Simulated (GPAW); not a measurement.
# TiAl3 (I4/mmm) in GPAW: single point with PBE

Aim: the single point of TiAl3 with PBE.

Program: GPAW 26.7.0. These are calculated values, not measurements. Logs are shortened: lines on timing, memory, paths and dates and some standing lists are left out, and cuts for length are marked. The log counts tension as positive stress, the text compression.

## Step 1: The crystal as given

Symmetry: I4/mmm, No. 139, tetragonal system. Conventional cell: a = 3.822 Å, b = 3.822 Å, c = 8.561 Å, α = 90.00°, β = 90.00°, γ = 90.00°. Ti (site symmetry 4/mmm) is surrounded by 12 Al at 2.70 to 2.87 Å. Al (site symmetry -4m2) has 8 Al at 2.70 to 2.87 Å and 4 Ti at 2.87 Å as nearest neighbours. Al (site symmetry 4/mmm) has 4 Ti at 2.70 Å and 8 Al at 2.87 Å as nearest neighbours.

The cell comes from a database or a generator and needn't be the stable form of this composition.

## Step 2: Single point, PBE

Contents of run.py:

```python
from ase import Atoms
from ase.dft.bandgap import bandgap
from ase.io import write
from ase.units import GPa
from gpaw import GPAW, PW

atoms = Atoms(['Ti', 'Al', 'Al', 'Al'],
              cell=[[-1.9111067713, 1.9111067713, 4.2806687947],
                    [1.9111067713, -1.9111067713, 4.2806687947],
                    [1.9111067713, 1.9111067713, -4.2806687947]],
              scaled_positions=[[0.0, 0.0, 0.0],
                                [0.25, 0.75, 0.5],
                                [0.75, 0.25, 0.5],
                                [0.5, 0.5, 0.0]],
              pbc=True)

calc = GPAW(mode=PW(400),
            xc='PBE',
            kpts={'size': (8, 8, 8), 'gamma': True},
            occupations={'name': 'fermi-dirac', 'width': 0.05},
            nbands=23,
            maxiter=120,
            txt='gpaw.txt')
atoms.calc = calc
energy = atoms.get_potential_energy()
forces = atoms.get_forces()
stress = atoms.get_stress()
calc.write('gs.gpw')
write('result.traj', atoms)
print(f'Energy: {energy:.6f} eV')
print('Forces (eV/A):')
print(forces.round(4))
print('Stress (GPa):', (stress / GPa).round(3))
print('Fermi level:', round(calc.get_fermi_level(), 4), 'eV')
print(f'Gap: {bandgap(calc)[0]:.4f} eV, direct: {bandgap(calc, direct=True)[0]:.4f} eV')
```

Potentials or basis: GPAW PAW data sets (gpaw-data 1.2.1), pw.

Run with:

```console
$ OMP_NUM_THREADS=1 python run.py
```

gpaw.txt:

```text
__  _  _
 | _ |_)|_||  |
 |__||  | ||/\| - 26.7.0

Input parameters:
  mode=PW(ecut=400.0),
  kpts=MonkhorstPack(size=(8, 8, 8), gamma=True),
  maxiter=120,
  nbands=23,
  occupations=Occupations(name='fermi-dirac', width=0.05),
  xc=XC(name='PBE')

Diagonalizing LCAO Hamiltonian
Converting LCAO to pw mode

       Al
         Al

            Al

       Ti

Atoms  # Å, Bohr magnetons
|   | symbol |        x |        y |        z |    initial magnetic moments |
|---|--------|----------|----------|----------|-----------------------------|
| 0 |     Ti | 0.000000 | 0.000000 | 0.000000 | ( 0.0000,  0.0000,  0.0000) |
| 1 |     Al | 1.911107 | 0.000000 | 2.140334 | ( 0.0000,  0.0000,  0.0000) |
| 2 |     Al | 0.000000 | 1.911107 | 2.140334 | ( 0.0000,  0.0000,  0.0000) |
| 3 |     Al | 0.000000 | 0.000000 | 4.280669 | ( 0.0000,  0.0000,  0.0000) |

Unit cell  # Å
| periodic |         x |         y |         z |  lengths |     angles |
|----------|-----------|-----------|-----------|----------|------------|
|      yes | -1.911107 |  1.911107 |  4.280669 | 5.062488 | 135.641745 |
|      yes |  1.911107 | -1.911107 |  4.280669 | 5.062488 | 135.641745 |
|      yes |  1.911107 |  1.911107 | -4.280669 | 5.062488 |  64.534693 |

Number of symmetries: 16
Symmetry operations  # r_c * U_cc + t_c -> r_c
|    | kind |            matrix            |
|----|------|------------------------------|
|  0 |  σ   |  1, 1, 1,  0, 0,-1,  0,-1, 0 |
|  1 |  C4  |  1, 1, 1,  0, 0,-1, -1, 0, 0 |
|  2 |  E   |  1, 0, 0,  0, 1, 0,  0, 0, 1 |
|  3 |  σ   |  1, 0, 0,  0, 1, 0, -1,-1,-1 |
|  4 |  σ   |  0, 1, 0,  1, 0, 0,  0, 0, 1 |
|  5 |  C2  |  0, 1, 0,  1, 0, 0, -1,-1,-1 |
|  6 |  C2  |  0, 0, 1, -1,-1,-1,  1, 0, 0 |
|  7 |  S4  |  0, 0, 1, -1,-1,-1,  0, 1, 0 |
|  8 |  C4  |  0, 0,-1,  1, 1, 1,  0,-1, 0 |
|  9 |  σ   |  0, 0,-1,  1, 1, 1, -1, 0, 0 |
| 10 |  σ   |  0,-1, 0, -1, 0, 0,  1, 1, 1 |
| 11 |  C2  |  0,-1, 0, -1, 0, 0,  0, 0,-1 |
| 12 |  C2  | -1, 0, 0,  0,-1, 0,  1, 1, 1 |
| 13 |  i   | -1, 0, 0,  0,-1, 0,  0, 0,-1 |
| 14 |  S4  | -1,-1,-1,  0, 0, 1,  1, 0, 0 |
| 15 |  C2  | -1,-1,-1,  0, 0, 1,  0, 1, 0 |

BZ-sampling:
  Number of BZ points: 512
  Number of IBZ points: 59

  Monkhorst-Pack size: [8, 8, 8]
  Monkhorst-Pack shift: [0.0625, 0.0625, 0.0625]

K-points  # in reciprocal-cell coordinates
|     |                                coordinates |     weight |
|-----|--------------------------------------------|------------|
|   0 | (  0.00000000,   0.00000000,   0.00000000) | 0.00195312 |
|   1 | (  0.12500000,  -0.12500000,   0.00000000) | 0.00781250 |
|   2 | (  0.12500000,  -0.12500000,   0.12500000) | 0.00781250 |
|   3 | (  0.12500000,   0.00000000,   0.00000000) | 0.01562500 |
|   4 | (  0.12500000,   0.12500000,  -0.12500000) | 0.00390625 |
|   5 | (  0.25000000,  -0.25000000,   0.00000000) | 0.00781250 |
|   6 | (  0.25000000,  -0.25000000,   0.12500000) | 0.01562500 |
|   7 | (  0.25000000,  -0.25000000,   0.25000000) | 0.00781250 |
|   8 | (  0.25000000,  -0.12500000,   0.00000000) | 0.03125000 |
|   9 | (  0.25000000,  -0.12500000,   0.12500000) | 0.01562500 |
| ... |                                            |            |
|  58 | (  0.50000000,   0.50000000,   0.50000000) | 0.00195312 |

Plane wave coefficients: 1161
Cutoff: 400.0 eV

Spin-components: 1 (collinear spins)
Bands:           23
Projectors:      21
Spin-degeneracy: 2
Datatype:        complex128

Parallelization:
  kpt:    1
  domain: 1
  band:   1

Density:
  Valence electrons: 21.0
  Components: 1
  Grid points: [24 24 24]
  Charge: 0.0  # |e|

Potential:
  Grid points: [24 24 24]

species:
  Ti:
    name:    Titanium
    Z:       22.0
    valence: 12
    core:    10
    charge:  0.0  # [|e|]
    compensation charges:
      type: gauss
      rc: 0.38  # [Å]
      lmax: 2
    cutoffs:
      filter: 2.23  # [Å]
      core: 1.02  # [Å]
    projectors
    | kind |    occ | energy [eV] | rcut [Å] |
    |------|--------|-------------|----------|
    |   3s |  2.000 |     -62.623 |    1.270 |
    |   4s |  2.000 |      -4.466 |    1.270 |
    |   3p |  6.000 |     -38.862 |    1.058 |
    |   4p |  0.000 |      -1.466 |    1.058 |
    |   3d |  2.000 |      -4.258 |    1.058 |
    |    d |        |      22.953 |    1.058 |

    Using partial waves for Ti as LCAO basis

  Al:
    name:    Aluminium
    Z:       13.0
    valence: 3
    core:    10
    charge:  0.0  # [|e|]
    compensation charges:
      type: gauss
      rc: 0.34  # [Å]
      lmax: 2
    cutoffs:
      filter: 1.91  # [Å]
      core: 2.36  # [Å]
    projectors
    | kind |    occ | energy [eV] | rcut [Å] |
    |------|--------|-------------|----------|
    |   3s |  2.000 |      -7.753 |    1.085 |
    |   3p |  1.000 |      -2.712 |    1.085 |
    |    s |        |      19.459 |    1.085 |
    |    p |        |      24.499 |    1.085 |
    |    d |        |       0.000 |    1.085 |

    Using partial waves for Al as LCAO basis

Reference energy: -43034.284076  # eV

eigensolver:
  PPCG
  Converge bands: occupied
  niter=2

density mixing:
  MSR1-Mixer
  Pratt-step length: 0.05
  Maximum mixing coefficient: 0.75
  Old densities: 10
  SVD Regularization: 0.005
  Good broyden scale: 1.0
  Trust region scale: 1.0
  Backstep threshold: 4.0
  History deletion threshold: 6.0
  Fourier metric: weight=20.0, sigma=0.015

occupation numbers:
  Fermi-Dirac:
    width: 0.0500  # eV

poisson solver:
  ecut: 3200.0  # eV

xc functional:
  name: PBE with 2 nearest neighbor stencil

convergence criteria:
- Maximum [total energy] change in last 3 cyles: 0.0005 eV / valence electron
- Maximum integral of absolute [dens]ity change: 0.0001 electrons / valence electron
- Maximum integral of absolute [eigenst]ate change: 4e-08 eV^2 / valence electron
maximum number of iterations: 120

SCF iterations
|iter     | |      energy | eigst |  dens |
|---------|-|-------------|-------|-------|
|iter:   1| |  -19.523734 | +0.02 |       |
|iter:   2| |  -19.487388 | -2.84 | -1.11 |
|iter:   3| |  -19.403780 | -2.48 | -1.15 |
|iter:   4| |  -19.397286 | -2.62 | -1.47 |
|iter:   5| |  -19.398328c| -3.66 | -2.14 |
|iter:   6| |  -19.397815c| -4.32 | -2.33 |
|iter:   7| |  -19.397829c| -5.66 | -3.30 |
|iter:   8| |  -19.397830c| -6.96 | -3.82 |
|iter:   9| |  -19.397831c| -7.62c| -4.61c|

Converged in 9 steps
Energy contributions relative to reference atoms: (reference = -43034.284076)

Energy contributions:
  Kinetic:          24.165474
  Coulomb:         -16.935599
  Zero:              0.027899
  External:          0.000000
  Xc:              -26.649950
  Entropy:          -0.011308
  Spinorbit:         0.000000
  ----------------------------
  Free energy:     -19.403485
  Extrapolated:    -19.397831

dipole moment: (-9.343582, -9.343582, -6.243791)  # |e|*Ang

Fermi level: 7.745
Eigenvalues  # (at kpt = [0.000, 0.000, 0.000])
| band index |      eig [eV] | occ [0-2] |
|------------|---------------|-----------|
|          0 |       -48.709 |     2.000 |
|        ... |               |           |
|          2 |       -25.035 |     2.000 |
|          3 |       -24.955 |     2.000 |
|          4 |        -2.396 |     2.000 |
|          5 |         4.873 |     2.000 |
|          6 |         5.096 |     2.000 |
|          7 |         6.324 |     2.000 |
[... 8 lines left out ...]
|         16 |        11.576 |     0.000 |
|         17 |        11.576 |     0.000 |
|        ... |               |           |
|         22 |        17.036 |     0.000 |

No gap
No difference between direct/indirect transitions

Forces  # eV/Ang
|        x |        y |        z |
|----------|----------|----------|
| -0.00000 | -0.00000 |  0.00000 |  # Ti   0
| -0.00000 |  0.00000 |  0.00000 |  # Al   1
|  0.00000 | -0.00000 | -0.00000 |  # Al   2
| -0.00000 |  0.00000 |  0.00000 |  # Al   3

Stress tensor  # eV/Ang^3
|         x |         y |         z |
|-----------|-----------|-----------|
| -0.011422 |  0.000000 |  0.000000 |
|  0.000000 | -0.011422 |  0.000000 |
|  0.000000 |  0.000000 | -0.010554 |

# Writing to gs.gpw (mode='')
```

Wall time 42 s (1 thread of Arm Neoverse V1, shared host); peak memory 0.17 GiB.

These settings aren't checked as converged: the numbers below hold their error.

Results:

| Quantity | Value |
| --- | --- |
| Free energy | -19.4035 eV |
| Pressure | 1.8 GPa |
| Band gap on the k mesh | none (metal or under the smearing width) |

Caveat: the cutoff is short for stress and forces, so pressures can be off by a GPa or more.
